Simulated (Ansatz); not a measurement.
Runs of Ansatz 0.2.0 on As. The structure is trigonal, space group R-3m (No. 166). Conventional cell: a = 3.762 Å, b = 3.762 Å, c = 10.542 Å, α = 90.00°, β = 90.00°, γ = 120.00°. As (site symmetry 3m) is surrounded by 3 As at 2.51 Å. 

| task | level | cell | points for each segment of the path | gap on the mesh (eV) | pressure (GPa) | relaxed volume (Å³/atom) | largest force (eV/Å) |
| --- | --- | --- | --- | --- | --- | --- | --- |
| band structure | revPBE | as given | 14 | none | 5.0 | - | (c) |
| relaxation of cell and atoms | revPBE+D3(BJ) | relaxed | - | none | 0.0 | 20.13 | - |
| band structure | RPBE | as given | 14 | none | 5.5 | - | 0.46 |
| relaxation of cell and atoms | RPBE | relaxed | - | (b) | 0.0 | 39.81 | - |
| band structure | BLYP | as given | 14 | none | (a) | - | 0.43 |

Alike in all rows: potentials or basis Ansatz PAW; no spin polarisation; k mesh 9 × 9 × 9; cutoff (eV) 420; smearing fermi-dirac 0.05 eV.

Task: Estimate the missing entries.

Result: (a) 9.0; (b) 1.66; (c) 0.45.

Caveats: the PAW data sets come from PBE, with cores solved anew for the run's functional, which leaves a small shift of forces and pressure; the plane-wave basis is chosen anew once the cell has moved, so the energies of steps on either side of that aren't comparable (some runs); pairwise dispersion overbinds metals, which lowers pressure and volume (some runs); the volume moved by over 15 % at a fixed basis, so the end points are rough (some runs); odd divisions of the mesh miss points on the zone boundary, where band edges often lie, so the gap on the mesh can be too wide (some runs); the volume moved by +85 % from the deposited cell, more than functionals usually miss (some runs).

A k mesh can miss the band edges, and the runs leave out spin-orbit coupling on As.

A gap of «none» marks a metal or a gap under the smearing width.

Runs at the PBE level aren't shown here.
